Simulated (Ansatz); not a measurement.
# Ge (Cmcm) in Ansatz: convergence with smearing width

Aim: find how far smearing width must go before the results for Ge settle, at r2SCAN. This setting moves, with any that are tied to it; all else stays.

Everything below comes from runs of Ansatz 0.2.0. Logs are shortened: lines on timing, memory, paths and dates and some standing lists are left out, and cuts for length are marked.

### 1 The crystal as given

The structure is orthorhombic, space group Cmcm (No. 63). Conventional cell: a = 2.976 Å, b = 5.189 Å, c = 4.728 Å, α = 90.00°, β = 90.00°, γ = 90.00°. Ge (site symmetry m2m) is surrounded by 12 Ge at 2.92 to 2.99 Å.

This isn't the form of Ge at room conditions, which is diamond.

### 2 With smearing width 0.3 eV

File input.yaml:

```yaml
crystal:
  lattice:
    - [1.488052925, -2.59468961, 0.0]
    - [1.488052925, 2.59468961, 0.0]
    - [0.0, 0.0, 4.72759579]
  atoms:
    - { symbol: Ge, position: [0.33344663, 0.66655337, 0.25] }
    - { symbol: Ge, position: [0.66655337, 0.33344663, 0.75] }
hamiltonian:
  xc: r2scan
  pseudopotentials: { kind: nc, accuracy: standard }
kpoints:
  mp_grid: { grid: [9, 9, 5] }
scf:
  occupations: { method: gaussian, width: 0.3 }
output:
  forces: true
  stress: true
  eigenvalues: true
```

Potentials or basis: PseudoDojo standard (PBE files).

On the command line:

```bash
> ansatz run input.yaml --threads 2 --pin off --max-ram 5632MiB --backend cpu --events-out ev --progress --plain --runs-dir out
```

Run time: 10 s. Hardware: 2 threads of Arm Neoverse V2, shared host; peak memory 0.54 GiB.

Results:

```
Free energy            : -4921.0575 eV
Pressure               : 1.2 GPa
Largest force          : 0.005 eV/Å
Band gap on the k mesh : none (metal or under the smearing width)
```

### 3 With smearing width 0.2 eV

Edit input.yaml of step 2 so:

```diff
@@ -14,3 +14,3 @@
 scf:
-  occupations: { method: gaussian, width: 0.3 }
+  occupations: { method: gaussian, width: 0.2 }
 output:
```

Potentials or basis: PseudoDojo standard (PBE files).

On the command line:

```bash
> ansatz run input.yaml --threads 2 --pin off --max-ram 5632MiB --backend cpu --events-out ev --progress --plain --runs-dir out
```

It took 9.5 s on 2 threads of Arm Neoverse V2, shared host; peak memory 0.54 GiB.

What came out:

```
Free energy            : -4921.0450 eV
Pressure               : 1.1 GPa
Largest force          : 0.004 eV/Å
Band gap on the k mesh : none (metal or under the smearing width)
```

### 4 With smearing width 0.15 eV

Edit input.yaml of step 3 so:

```diff
@@ -14,3 +14,3 @@
 scf:
-  occupations: { method: gaussian, width: 0.2 }
+  occupations: { method: gaussian, width: 0.15 }
 output:
```

On the command line:

```bash
> ansatz run input.yaml --threads 2 --pin off --max-ram 5632MiB --backend cpu --events-out ev --progress --plain --runs-dir out
```

Run time: 9.6 s. Hardware: 2 threads of Arm Neoverse V2, shared host; peak memory 0.54 GiB.

Results:

* Free energy: -4921.0401 eV
* Pressure: 1.0 GPa
* Largest force: 0.004 eV/Å
* Band gap on the k mesh: none (metal or under the smearing width)

### 5 With smearing width 0.1 eV

Edit input.yaml of step 4 so:

```diff
@@ -14,3 +14,3 @@
 scf:
-  occupations: { method: gaussian, width: 0.15 }
+  occupations: { method: gaussian, width: 0.1 }
 output:
```

On the command line:

```bash
> ansatz run input.yaml --threads 2 --pin off --max-ram 5632MiB --backend cpu --events-out ev --progress --plain --runs-dir out
```

Run time: 8.7 s. Hardware: 2 threads of Arm Neoverse V2, shared host; peak memory 0.54 GiB.

Results:

```yaml
Free_energy: -4921.0363 eV
Pressure: 0.9 GPa
Largest_force: 0.003 eV/Å
Band_gap_on_the_k_mesh: none (metal or under the smearing width)
```

### 6 With smearing width 0.05 eV

Edit input.yaml of step 5 so:

```diff
@@ -14,3 +14,3 @@
 scf:
-  occupations: { method: gaussian, width: 0.1 }
+  occupations: { method: gaussian, width: 0.05 }
 output:
```

Potentials or basis: PseudoDojo standard (PBE files).

On the command line:

```bash
> ansatz run input.yaml --threads 2 --pin off --max-ram 5632MiB --backend cpu --events-out ev --progress --plain --runs-dir out
```

It took 8.7 s on 2 threads of Arm Neoverse V2, shared host; peak memory 0.54 GiB.

It converged, with:

| Quantity | Value |
| --- | --- |
| Free energy | -4921.0337 eV |
| Pressure | 1.0 GPa |
| Band gap on the k mesh | none (metal or under the smearing width) |

### 7 With smearing width 0.025 eV

Edit input.yaml of step 6 so:

```diff
@@ -14,3 +14,3 @@
 scf:
-  occupations: { method: gaussian, width: 0.05 }
+  occupations: { method: gaussian, width: 0.025 }
 output:
```

On the command line:

```bash
> ansatz run input.yaml --threads 2 --pin off --max-ram 5632MiB --backend cpu --events-out ev --progress --plain --runs-dir out
```

It took 8.6 s on 2 threads of Arm Neoverse V2, shared host; peak memory 0.54 GiB.

The run converged. Its results:

- Free energy: -4921.0329 eV
- Pressure: 1.0 GPa
- Largest force: 0.004 eV/Å
- Band gap on the k mesh: none (metal or under the smearing width)

### 8 With smearing width 0.01 eV

Edit input.yaml of step 7 so:

```diff
@@ -14,3 +14,3 @@
 scf:
-  occupations: { method: gaussian, width: 0.025 }
+  occupations: { method: gaussian, width: 0.01 }
 output:
```

On the command line:

```bash
> ansatz run input.yaml --threads 2 --pin off --max-ram 5632MiB --backend cpu --events-out ev --progress --plain --runs-dir out
```

Run time: 8.2 s. Hardware: 2 threads of Arm Neoverse V2, shared host; peak memory 0.54 GiB.

Results (log left out):

```
Free energy            : -4921.0326 eV
Pressure               : 1.0 GPa
Largest force          : 0.004 eV/Å
Band gap on the k mesh : none (metal or under the smearing width)
```

### 9 With smearing width 0.005 eV

Edit input.yaml of step 8 so:

```diff
@@ -14,3 +14,3 @@
 scf:
-  occupations: { method: gaussian, width: 0.01 }
+  occupations: { method: gaussian, width: 0.005 }
 output:
```

Potentials or basis: PseudoDojo standard (PBE files).

On the command line:

```bash
> ansatz run input.yaml --threads 2 --pin off --max-ram 5632MiB --backend cpu --events-out ev --progress --plain --runs-dir out
```

The log of the run:

```text
Warning: hamiltonian.xc reads the kinetic-energy density τ on the library's norm-conserving files, and those of Ge were made for PBE. This build holds files of Ge that were made for r²SCAN, which a deck under this functional can read where it names no table (hamiltonian.pseudopotentials.accuracy or source), types no xc_functional and has no exact exchange, max_exx_coeff or level of output.embedding that keeps them out. To compare such runs, type hamiltonian.pseudopotentials: {kind: paw, frozen_core: stored} on both or, where PAW refuses one, {kind: nc, accuracy: standard}
Warning: RAYON_NUM_THREADS=2 ignored (pool sized by the plan → 2); use --threads N
Engine: ansatz 0.2.0, aarch64-unknown-linux-gnu
Pseudopotentials: kind: nc
Pseudopotential: Ge, nc, valence charge 14, recommended cutoff 1061.244064 eV (normal), Ge.nc.azcp (PseudoDojo's, or run here from an input of PseudoDojo's; its table is named by hamiltonian.pseudopotentials.accuracy)
Functional definition: r2SCAN
  parameter k0 = 0.174
  parameter k1 = 0.065
  parameter a1 = 4.9479
  exchange = r2scan_x(k0 = k0, k1 = k1, a1 = a1)
  correlation = r2scan_c
Crystal: 2 atoms, lattice volume = 36.507 Å³
Basis set: ecut = 1061.244064 eV, 2855 PW (Γ), exchange–correlation on 128×128×216 points (64 copies of the dense FFT grid, shifted against one another)
Bands: 18, of which v1, the nominal top of the filled ones, is band 14 counted from 1 (13 counted from 0)
Symmetry: 8 space group operations
Space group: Cmcm (ITA 63), of the structure as read, at distance tolerance 3.3e-5 Å
k-points: 75 of 405
Non-local potential: Ge, projectors of the file, l = 0: 2, l = 1: 2, l = 2: 2
Initial density: superposition of atomic densities (chi_scale 0.1, normalization cell)
Initial wavefunctions: pseudopotential atomic-orbital guess
Functional: x = r2scan, c = r2scan; τ floored in thin density (d = 2e-4 eV/Å³)
iter 1 solved again at ethr=1.06e-4 eV; its pass at ethr=3.10e-3 eV (dr2=2.98e-2 eV) is discarded
SCF iter   1: F=—  HF=-4921.009328 eV  |F-HF|=—  |Δ(HF+E_count)|=         —  Δρ=1.08e-2  dr2=2.97e-2  dr2_τ=7.43e-2  ethr=1.06e-4  ⟨swp⟩=1.9  Hψ=8191  notcnv=0
preconditioner: auto → none  [insulator: Δε(μ)=0.009 eV  Ē_g=23.488 eV  σ=0.005 eV  W_gap=0.60  n_scr=8 (ndim 8)  ℏωp=32.5 eV  f_vac=0.000  D(μ)=4.80/eV (n_scr^D=72)  ε∞_Penn≈2.9]
SCF iter   2: F=—  HF=-4921.028060 eV  |F-HF|=—  |Δ(HF+E_count)|=   1.87e-2  Δρ=5.48e-3  dr2=5.64e-3  dr2_τ=1.29e-2  ethr=1.06e-4  ⟨swp⟩=2.2  Hψ=2000  notcnv=0
SCF iter   3: F=—  HF=-4921.032300 eV  |F-HF|=—  |Δ(HF+E_count)|=   4.24e-3  Δρ=9.78e-4  dr2=1.42e-4  dr2_τ=2.15e-4  ethr=2.02e-5  ⟨swp⟩=3.5  Hψ=2747  notcnv=0
SCF iter   4: F=—  HF=-4921.032565 eV  |F-HF|=—  |Δ(HF+E_count)|=   2.65e-4  Δρ=2.35e-4  dr2=6.89e-6  dr2_τ=8.85e-5  ethr=5.06e-7  ⟨swp⟩=2.2  Hψ=2695  notcnv=0
SCF iter   5: F=—  HF=-4921.032562 eV  |F-HF|=—  |Δ(HF+E_count)|=   2.72e-6  Δρ=4.68e-5  dr2=4.16e-7  dr2_τ=4.46e-7  ethr=2.46e-8  ⟨swp⟩=2.1  Hψ=2392  notcnv=0
SCF iter   6: F=-4921.032563 eV  HF=-4921.032563 eV  |F-HF|=3.32e-8  |Δ(HF+E_count)|=   1.29e-6  Δρ=1.44e-5  dr2=5.47e-8  dr2_τ=9.22e-8  ethr=3.57e-10  ⟨swp⟩=6.1  Hψ=6249  notcnv=0
SCF 1 converged in 6 iterations: F = -4921.032563 eV  dr2 = 5.47e-8
SCF converged after 6 iterations
Free energy (F): -4921.032563 eV
Harris-Foulkes:  -4921.032563 eV  (|F-HF|=3.32e-8)
Internal energy: -4921.032539 eV  (E = F + TS)
E sigma→0 (E₀):  -4921.032551 eV
Entropy (-TS):   -0.000024 eV (-0.012 meV/atom)
Fermi energy:    12.553309 eV
--- Per-component energies (eV) ---
  E_band       = -192.406495
  E_kinetic    = 3651.596811
  E_local      = -2857.009532  (includes V_loc(G=0)·N_el)
  E_nonlocal   = -2565.741245
  E_hartree    = 1194.781492
  E_xc         = -1249.247229
  E_vxc        = -902.556653  (∫ρ·V_xc dr)
  E_vtau       = 91.742734  (kinetic-family band-sum trace: ∫τ·v_τ [+ j·A + Jᵃ·Aᵃ] dr)
  E_ewald      = -3095.412836
  E_smearing   = -0.000024  (= −TS)
  E_closure    = -0.000000  (closes the sum)
  Σ components = -4921.032563   (vs F -4921.032563, Δ=0.00e0)
--- Forces (eV/Å), atoms counted from 1 ---
  atom   1  Ge     0.00000000     0.00245726     0.00000000
  atom   2  Ge     0.00000000    -0.00245726     0.00000000
  max |Σ_I F_I| component: 0.00e0 eV/Å
--- Stress (GPa, compression-positive) ---
        0.175439       0.000000       0.000000
        0.000000      -0.835939       0.000000
        0.000000       0.000000       3.787339
  P = ⅓ Tr σ = 1.0423 GPa (10.423 kbar)
--- Band table (eV; the first three rows and the last of 75) ---
  k-point 0: bands = ["-12.4015", "-12.3872", "-12.3844", "-12.3830", "-12.3767", "-12.3730", "-12.3636", "-12.3616", "-12.2805", "-12.2785", "-1.6172", "4.5846", "6.6730", "19.3452", "19.4674", "21.5469", "21.6684", "22.9770"]
  k-point 1: bands = ["-12.3990", "-12.3953", "-12.3914", "-12.3851", "-12.3816", "-12.3779", "-12.3466", "-12.3443", "-12.2846", "-12.2826", "-1.3345", "2.8558", "8.9482", "19.5636", "19.6852", "20.5861", "21.4113", "21.5301"]
  k-point 2: bands = ["-12.3984", "-12.3946", "-12.3933", "-12.3918", "-12.3880", "-12.3880", "-12.3201", "-12.3179", "-12.2978", "-12.2958", "-0.4856", "0.9255", "12.4961", "16.5041", "20.1594", "20.2784", "20.9048", "21.0216"]
  k-point 74: bands = ["-12.4352", "-12.4241", "-12.4079", "-12.3942", "-12.3545", "-12.3178", "-12.2882", "-12.2819", "-12.2793", "-12.2700", "3.9140", "5.1298", "7.4259", "8.6407", "16.3302", "16.3731", "17.7024", "18.1591"]
```

Wall time 7.7 s (2 threads of Arm Neoverse V2, shared host); peak memory 0.54 GiB.

What came out:

```yaml
Free_energy: -4921.0326 eV
Pressure: 1.0 GPa
Band_gap_on_the_k_mesh: none (metal or under the smearing width)
```

### 10 Result

```tsv
smearing width	energy less the tightest run, at zero smearing (meV/atom)	pressure (GPa)	largest force (eV/Å)	SCF cycles	CPU time (s)	peak memory (GiB)
0.3 eV	-1.89	1.19	0.005	7	19	0.54
0.2 eV	-0.80	1.05	0.004	7	18	0.54
0.15 eV	-0.45	0.99	0.004	7	18	0.54
0.1 eV	-0.28	0.94	0.003	7	17	0.54
0.05 eV	-0.06	0.99	0.001	7	17	0.54
0.025 eV	0.00	1.02	0.004	7	17	0.54
0.01 eV	0.00	1.04	0.004	7	16	0.54
0.005 eV	0.00	1.04	0.002	6	15	0.54
```

Against the tightest run, the energy stays within 1 meV/atom from 0.2 eV on; the pressure stays within 0.1 GPa from 0.05 eV on; the largest force stays within 0.005 eV/Å from 0.3 eV on. Narrower smearing needs a denser k mesh, so at a fixed mesh the narrowest width isn't the most accurate. The tightest run that finished is the yardstick and may itself not be fully converged.

Caveats: the meta-GGA runs on potentials made for a GGA; the potentials were made for another functional, which shifts forces and pressure.
